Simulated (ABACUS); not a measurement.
# PbSe (Clausthalite) (Fm-3m) in ABACUS: further runs

The runs below take PbSe (Clausthalite) through equation of state, with r2SCAN.

All numbers are computed with ABACUS 3.10.1; they aren't measurements. Logs are shortened: lines on timing, memory, paths and dates and some standing lists are left out, and cuts for length are marked.

### Step 1. Starting point

The structure is cubic, space group Fm-3m (No. 225). The conventional cell has a = 6.121 Å, b = 6.121 Å, c = 6.121 Å, α = 90.00°, β = 90.00°, γ = 90.00°. Pb (site symmetry m-3m) has 6 Se at 3.06 Å as nearest neighbours. Around Se (site symmetry m-3m) lie 6 Pb at 3.06 Å.

### Step 2. Equation of state, r2SCAN, 26.95 Å³/atom (volume scaled by 0.94)

File INPUT:

```
INPUT_PARAMETERS
suffix              PbSe
calculation         scf
basis_type          pw
pseudo_dir          ./
symmetry            1
dft_functional      MGGA_X_R2SCAN+MGGA_C_R2SCAN
ecutwfc             101
pseudo_rcut         7
nspin               1
nbands              14
ks_solver           dav
smearing_method     fd
smearing_sigma      0.00367493
scf_thr             1e-08
scf_nmax            100
mixing_type         broyden
mixing_beta         0.7
cal_force           1
cal_stress          1
mixing_tau          1
kpar                4
```

File STRU:

```
ATOMIC_SPECIES
Pb 207.2000 Pb_ONCV_PBE-1.2.upf
Se 78.9710 Se_ONCV_PBE-1.2.upf

LATTICE_CONSTANT
1.8897261246

LATTICE_VECTORS
0.0000000000 2.9981702236 2.9981702236
2.9981702236 0.0000000000 2.9981702236
2.9981702236 2.9981702236 0.0000000000

ATOMIC_POSITIONS
Direct

Pb
0.0
1
0.0000000000 0.0000000000 0.0000000000 1 1 1

Se
0.0
1
0.5000000000 0.5000000000 0.5000000000 1 1 1
```

File KPT:

```
K_POINTS
0
Gamma
5 5 5 0 0 0
```

Potentials or basis: SG15 ONCV 1.2 PBE, plane waves.

Started as:

```sh
$ OMP_NUM_THREADS=1 mpirun -np 4 abacus > log
```

running log:

```text
ABACUS v3.10.1

               Atomic-orbital Based Ab-initio Computation at UStc

 ------------------------------------------------------------------------------------

 READING GENERAL INFORMATION
                           global_out_dir = OUT.PbSe/
                           global_in_card = INPUT
                               pseudo_dir = ./
                              orbital_dir =
                                    DSIZE = 4
                                    GSIZE = 1

 READING UNITCELL INFORMATION
                                    ntype = 2
                  lattice constant (Bohr) = 1.88973
              lattice constant (Angstrom) = 1

 READING ATOM TYPE 1
                               atom label = Pb
                      L=0, number of zeta = 1
                      L=1, number of zeta = 1
                      L=2, number of zeta = 1
             number of atom for this type = 1

 READING ATOM TYPE 2
                               atom label = Se
                      L=0, number of zeta = 1
                      L=1, number of zeta = 1
                      L=2, number of zeta = 1
             number of atom for this type = 1

                        TOTAL ATOM NUMBER = 2
DIRECT COORDINATES
    atom                   x                   y                   z     mag                  vx                  vy                  vz
taud_Pb1            0.0000000000        0.0000000000        0.0000000000  0.0000        0.0000000000        0.0000000000        0.0000000000
taud_Se1            0.5000000000        0.5000000000        0.5000000000  0.0000        0.0000000000        0.0000000000        0.0000000000

                          Volume (Bohr^3) = 363.744
                             Volume (A^3) = 53.9012

 Lattice vectors: (Cartesian coordinate: in unit of a_0)
                   +0            +2.99817            +2.99817
             +2.99817                  +0            +2.99817
             +2.99817            +2.99817                  +0
 Reciprocal vectors: (Cartesian coordinate: in unit of 2 pi/a_0)
            -0.166768           +0.166768           +0.166768
            +0.166768           -0.166768           +0.166768
            +0.166768           +0.166768           -0.166768
 The esolver type has been set to : ksdft_pw

                PAO radial cut off (Bohr) = 7

 Read in pseudopotential file is Pb_ONCV_PBE-1.2.upf
                     pseudopotential type = NC
          exchange-correlation functional = PBE
                 nonlocal core correction = 0
                        valence electrons = 14
                                     lmax = 3
                           number of zeta = 0
                     number of projectors = 8
                           L of projector = 0
                           L of projector = 0
                           L of projector = 1
                           L of projector = 1
                           L of projector = 2
                           L of projector = 2
                           L of projector = 3
                           L of projector = 3
 XC functional updated to : MGGA_X_R2SCAN+MGGA_C_R2SCAN
          exchange-correlation functional = MGGA_X_R2SCAN+MGGA_C_R2SCAN
                PAO radial cut off (Bohr) = 7

 Read in pseudopotential file is Se_ONCV_PBE-1.2.upf
                     pseudopotential type = NC
          exchange-correlation functional = PBE
                 nonlocal core correction = 0
                        valence electrons = 6
                                     lmax = 2
                           number of zeta = 0
                     number of projectors = 6
                           L of projector = 0
                           L of projector = 0
                           L of projector = 1
                           L of projector = 1
                           L of projector = 2
                           L of projector = 2
 XC functional updated to : MGGA_X_R2SCAN+MGGA_C_R2SCAN
          exchange-correlation functional = MGGA_X_R2SCAN+MGGA_C_R2SCAN
     initial pseudo atomic orbital number = 0

 SETUP THE ELECTRONS NUMBER
            electron number of element Pb = 14
      total electron number of element Pb = 14
            electron number of element Se = 6
      total electron number of element Se = 6
            AUTOSET number of electrons:  = 20
                           occupied bands = 10
                                   NBANDS = 14
                                   NLOCAL = 18

%%%%%%%%%%%%%%%%%%%%%%%%%%%%%%%%%%%%%%%%%%%%%%%%%%%%%%%%%%%%%%%%%%%%%%%%%%%%%%%%%%%%%%%%%%%%%%%%%%%%%%%%%%
 Warning: the number of valence electrons in pseudopotential > 4 for Pb: [Xe] 4f14 5d10 6s2 6p2
 Pseudopotentials with additional electrons can yield (more) accurate outcomes, but may be less efficient.
 If you're confident that your chosen pseudopotential is appropriate, you can safely ignore this warning.
%%%%%%%%%%%%%%%%%%%%%%%%%%%%%%%%%%%%%%%%%%%%%%%%%%%%%%%%%%%%%%%%%%%%%%%%%%%%%%%%%%%%%%%%%%%%%%%%%%%%%%%%%%

 SETUP THE PLANE WAVE BASIS
 energy cutoff for charge/potential (unit:Ry) = 404
[... 64 lines left out ...]
                       right hand lattice = 1
(for k-lattice: )
                             BRAVAIS TYPE = 2
                     BRAVAIS LATTICE NAME = 02. Cubic I (body-centered)
                                    ibrav = 2
                       right hand lattice = 1
                        ROTATION MATRICES = 48
                               nkstot_ibz = 10
K-POINTS REDUCTION ACCORDING TO SYMMETRY
     IBZ    DIRECT_X    DIRECT_Y    DIRECT_Z  WEIGHT  ibz2bz
       1  0.00000000  0.00000000  0.00000000  0.0080       0
       2  0.20000000  0.20000000  0.20000000  0.0640       1
       3  0.40000000  0.40000000  0.40000000  0.0640       2
       4  0.20000000  0.20000000  0.00000000  0.0480       6
       5  0.40000000  0.40000000  0.20000000  0.1920       7
       6 -0.40000000  0.40000000  0.40000000  0.1920       8
       7  0.40000000  0.20000000  0.20000000  0.0960       9
       8  0.40000000  0.40000000  0.00000000  0.0480      12
       9 -0.20000000  0.40000000  0.40000000  0.0960      13
      10 -0.40000000  0.40000000  0.20000000  0.1920      38

                               nkstot now = 10
[... K-POINTS DIRECT COORDINATES: 10 rows ...]

           k-point number in this process = 3
       minimum distributed K point number = 2
[... stars of the k points ...]

[... K-POINTS CARTESIAN COORDINATES: 3 rows ...]

[... K-POINTS DIRECT COORDINATES: 3 rows ...]

 SETUP PLANE WAVES FOR WAVE FUNCTIONS
     energy cutoff for wavefunc (unit:Ry) = 101
              fft grid for wave functions = [ 54, 54, 54 ]
                    number of plane waves = 6879
                         number of sticks = 475

 PARALLEL PW FOR WAVE FUNCTIONS
     PROC   COLUMNS(POT)             PW
        1            475           6879
 --------------- sum -------------------
        1            475           6879

 SETUP NONLOCAL PSEUDOPOTENTIALS IN PLANE WAVE BASIS
 Pb non-local projectors:
 projector 1 L=0
 projector 2 L=0
 projector 3 L=1
 projector 4 L=1
 projector 5 L=2
 projector 6 L=2
 projector 7 L=3
 projector 8 L=3
 Se non-local projectors:
 projector 1 L=0
 projector 2 L=0
 projector 3 L=1
 projector 4 L=1
 projector 5 L=2
 projector 6 L=2
      TOTAL NUMBER OF NONLOCAL PROJECTORS = 50

 Init Non-Local PseudoPotential table :
 Init Non-Local-Pseudopotential done.

                                     npwx = 6234

 -------------------------------------------
 SELF-CONSISTENT
 -------------------------------------------
                                 init_chg = atomic

 PW ALGORITHM --------------- ION=   1  ELEC=   1--------------------------------

 Notice: Threshold on eigenvalues was too large.
 hsover_error=0.2 > DRHO=0.0785526
 Origin diag ethr = 0.01
 New diag ethr = 0.000392763

 Density error is 0.0784373126142
                          Error Threshold = 0.00039276290265
----------------------------------------------------------
     Energy           Rydberg                 eV
----------------------------------------------------------
 E_KohnSham     -131.1951073323      -1785.0010094415
 E_Harris       -131.4461198339      -1788.4162097324
 E_Fermi        0.6895745148         9.3821425973
----------------------------------------------------------
[... 63 lines left out ...]
 Density error is 1.47798149265e-09
                          Error Threshold = 1.28597397618e-10
----------------------------------------------------------
     Energy           Rydberg                 eV
----------------------------------------------------------
 E_KohnSham     -131.2547504622      -1785.8124958534
 E_KS(sigma->0) -131.2547504475      -1785.8124956534
 E_Harris       -131.2542603690      -1785.8058277935
 E_band         -2.8442898604        -38.6985488647
 E_one_elec     -28.5141527934       -387.9549516325
 E_Hartree      24.9053563316        338.8547568299
 E_xc           -17.6190735075       -239.7197931826
 E_Ewald        -110.0268804635      -1496.9925074682
 E_entropy(-TS) -0.0000000294        -0.0000004000
 E_descf        0.0000000000         0.0000000000
 E_exx          0.0000000000         0.0000000000
 E_Fermi        0.7160110143         9.7418296248
----------------------------------------------------------

 charge density convergence is achieved
 final etot is -1785.8124959 eV
 EFERMI = 9.7418296248 eV

 STATE ENERGY(eV) AND OCCUPATIONS    NSPIN == 1
 1/3 kpoint (Cartesian) = 0.0000 0.0000 0.0000 (6231 pws)
       1       -7.29028      0.0160000
       2       -7.29028      0.0160000
       3       -7.28429      0.0160000
       4       -7.28429      0.0160000
       5       -7.28429      0.0160000
       6       -5.23683      0.0160000
       7        2.87374      0.0160000
       8        7.26031      0.0160000
       9        7.26031      0.0160000
      10        7.26031      0.0160000
      11        14.5003    7.46312e-44
      12        14.5003    7.46312e-44
      13        14.5003    7.46312e-44
      14        16.5614    9.32515e-62
[... 19 lines left out ...]
       2       -7.32663       0.128000
       3       -7.28324       0.128000
       4       -7.24264       0.128000
       5       -7.24264       0.128000
       6       -4.13025       0.128000
       7       0.101965       0.128000
       8        7.73720       0.128000
       9        7.73720       0.128000
      10        9.07604       0.128000
      11        10.3938    2.78190e-07
      12        11.4139    3.83684e-16
      13        11.4139    3.83684e-16
      14        17.9039    1.63191e-72

------------------------------------------------------------------------------------------
 TOTAL-FORCE (eV/Angstrom)
------------------------------------------------------------------------------------------
                       Pb1         0.0000000000         0.0000000000         0.0000000000
                       Se1         0.0000000000         0.0000000000         0.0000000000
------------------------------------------------------------------------------------------

----------------------------------------------------------------
 TOTAL-STRESS (KBAR)
----------------------------------------------------------------
        44.1458660505        -0.0000000000        -0.0000000000
        -0.0000000000        44.1458660505         0.0000000000
        -0.0000000000         0.0000000000        44.1458660505
----------------------------------------------------------------
 TOTAL-PRESSURE: 44.145866 KBAR

 --------------------------------------------
 !FINAL_ETOT_IS -1785.8124958534106099 eV
 --------------------------------------------
```

It took 39 s on 4 MPI ranks of Intel Xeon Platinum 8375C at 2.90GHz (Ice Lake), shared host; peak memory 0.56 GiB.

Results:

| Property | Result |
| --- | --- |
| Free energy | -1785.8125 eV |
| Pressure | 4.4 GPa |

Caveat: this odd mesh misses L, where the gap lies, so gap, dielectric constants and Born charges aren't listed; the potentials were made for another functional, which shifts forces and pressure.

### Step 3. Equation of state, r2SCAN, 27.52 Å³/atom (volume scaled by 0.96)

INPUT is that of step 2.

Changes to STRU since step 2:

```diff
@@ -8,5 +8,5 @@
 LATTICE_VECTORS
-0.0000000000 2.9981702236 2.9981702236
-2.9981702236 0.0000000000 2.9981702236
-2.9981702236 2.9981702236 0.0000000000
+0.0000000000 3.0192847941 3.0192847941
+3.0192847941 0.0000000000 3.0192847941
+3.0192847941 3.0192847941 0.0000000000
```

KPT is that of step 2.

Potentials or basis: SG15 ONCV 1.2 PBE, plane waves.

Started as:

```sh
$ OMP_NUM_THREADS=1 mpirun -np 4 abacus > log
```

Run time: 39 s. Hardware: 4 MPI ranks of Intel Xeon Platinum 8375C at 2.90GHz (Ice Lake), shared host; peak memory 0.56 GiB.

Results (log left out):

```yaml
Free_energy: -1785.8388 eV
Pressure: 3.0 GPa
```

Caveat: this odd mesh misses L, where the gap lies, so gap, dielectric constants and Born charges aren't listed; the potentials were made for another functional, which shifts forces and pressure.

### Step 4. Equation of state, r2SCAN, 28.10 Å³/atom (volume scaled by 0.98)

INPUT is that of step 3.

Changes to STRU since step 3:

```diff
@@ -8,5 +8,5 @@
 LATTICE_VECTORS
-0.0000000000 3.0192847941 3.0192847941
-3.0192847941 0.0000000000 3.0192847941
-3.0192847941 3.0192847941 0.0000000000
+0.0000000000 3.0401081059 3.0401081059
+3.0401081059 0.0000000000 3.0401081059
+3.0401081059 3.0401081059 0.0000000000
```

KPT is that of step 3.

Started as:

```sh
$ OMP_NUM_THREADS=1 mpirun -np 4 abacus > log
```

Run time: 41 s. Hardware: 4 MPI ranks of Intel Xeon Platinum 8375C at 2.90GHz (Ice Lake), shared host; peak memory 0.56 GiB.

Results (log left out):

| Quantity | Value |
| --- | --- |
| Free energy | -1785.8554 eV |
| Pressure | 1.7 GPa |

Caveat: this odd mesh misses L, where the gap lies, so gap, dielectric constants and Born charges aren't listed; the potentials were made for another functional, which shifts forces and pressure.

### Step 5. Equation of state, r2SCAN, 28.67 Å³/atom

INPUT is that of step 4.

Changes to STRU since step 4:

```diff
@@ -8,5 +8,5 @@
 LATTICE_VECTORS
-0.0000000000 3.0401081059 3.0401081059
-3.0401081059 0.0000000000 3.0401081059
-3.0401081059 3.0401081059 0.0000000000
+0.0000000000 3.0606500000 3.0606500000
+3.0606500000 0.0000000000 3.0606500000
+3.0606500000 3.0606500000 0.0000000000
```

KPT is that of step 4.

Started as:

```sh
$ OMP_NUM_THREADS=1 mpirun -np 4 abacus > log
```

It took 34 s on 4 MPI ranks of Intel Xeon Platinum 8375C at 2.90GHz (Ice Lake), shared host; peak memory 0.56 GiB.

It converged, with:

| Quantity | Value |
| --- | --- |
| Free energy | -1785.8632 eV |
| Pressure | 0.5 GPa |

Caveat: this odd mesh misses L, where the gap lies, so gap, dielectric constants and Born charges aren't listed; the potentials were made for another functional, which shifts forces and pressure.

### Step 6. Equation of state, r2SCAN, 29.24 Å³/atom (volume scaled by 1.02)

INPUT is that of step 5.

Changes to STRU since step 5:

```diff
@@ -8,5 +8,5 @@
 LATTICE_VECTORS
-0.0000000000 3.0606500000 3.0606500000
-3.0606500000 0.0000000000 3.0606500000
-3.0606500000 3.0606500000 0.0000000000
+0.0000000000 3.0809197960 3.0809197960
+3.0809197960 0.0000000000 3.0809197960
+3.0809197960 3.0809197960 0.0000000000
```

KPT is that of step 5.

Potentials or basis: SG15 ONCV 1.2 PBE, plane waves.

Started as:

```sh
$ OMP_NUM_THREADS=1 mpirun -np 4 abacus > log
```

Run time: 39 s. Hardware: 4 MPI ranks of Intel Xeon Platinum 8375C at 2.90GHz (Ice Lake), shared host; peak memory 0.56 GiB.

It converged, with:

* Free energy: -1785.8631 eV
* Pressure: -0.5 GPa

Caveat: this odd mesh misses L, where the gap lies, so gap, dielectric constants and Born charges aren't listed; the potentials were made for another functional, which shifts forces and pressure.

### Step 7. Equation of state, r2SCAN, 29.82 Å³/atom (volume scaled by 1.04)

INPUT is that of step 6.

Changes to STRU since step 6:

```diff
@@ -8,5 +8,5 @@
 LATTICE_VECTORS
-0.0000000000 3.0809197960 3.0809197960
-3.0809197960 0.0000000000 3.0809197960
-3.0809197960 3.0809197960 0.0000000000
+0.0000000000 3.1009263293 3.1009263293
+3.1009263293 0.0000000000 3.1009263293
+3.1009263293 3.1009263293 0.0000000000
```

KPT is that of step 6.

Started as:

```sh
$ OMP_NUM_THREADS=1 mpirun -np 4 abacus > log
```

Run time: 46 s. Hardware: 4 MPI ranks of Intel Xeon Platinum 8375C at 2.90GHz (Ice Lake), shared host; peak memory 0.56 GiB.

It converged, with:

```yaml
Free_energy: -1785.8560 eV
Pressure: -1.4 GPa
```

Caveat: this odd mesh misses L, where the gap lies, so gap, dielectric constants and Born charges aren't listed; the potentials were made for another functional, which shifts forces and pressure.

### Step 8. Equation of state, r2SCAN, 30.39 Å³/atom (volume scaled by 1.06)

INPUT is that of step 7.

Changes to STRU since step 7:

```diff
@@ -8,5 +8,5 @@
 LATTICE_VECTORS
-0.0000000000 3.1009263293 3.1009263293
-3.1009263293 0.0000000000 3.1009263293
-3.1009263293 3.1009263293 0.0000000000
+0.0000000000 3.1206779849 3.1206779849
+3.1206779849 0.0000000000 3.1206779849
+3.1206779849 3.1206779849 0.0000000000
```

KPT is that of step 7.

Started as:

```sh
$ OMP_NUM_THREADS=1 mpirun -np 4 abacus > log
```

Wall time 38 s (4 MPI ranks of Intel Xeon Platinum 8375C at 2.90GHz (Ice Lake), shared host); peak memory 0.6 GiB.

Results (log left out):

```yaml
Free_energy: -1785.8425 eV
Pressure: -2.3 GPa
```

Caveat: this odd mesh misses L, where the gap lies, so gap, dielectric constants and Born charges aren't listed; the potentials were made for another functional, which shifts forces and pressure.

### Step 9. Equation of state, r2SCAN

Potentials or basis: SG15 ONCV 1.2 PBE, plane waves.

No new run: the results of the series are fitted here.

Results:

```yaml
Equilibrium_volume: 28.95 Å³/atom
Bulk_modulus: 53 GPa
Pressure_derivative_of_the_bulk_modulus: 4.4
```

Energy against volume, from the lowest point:
| volume (Å³/atom) | energy (meV/atom) |
| --- | --- |
| 26.951 | 25.34 |
| 27.524 | 12.18 |
| 28.097 | 3.90 |
| 28.671 | 0.00 |
| 29.244 | 0.04 |
| 29.818 | 3.60 |
| 30.391 | 10.33 |

Caveat: this odd mesh misses L, where the gap lies, so gap, dielectric constants and Born charges aren't listed; the potentials were made for another functional, which shifts forces and pressure.
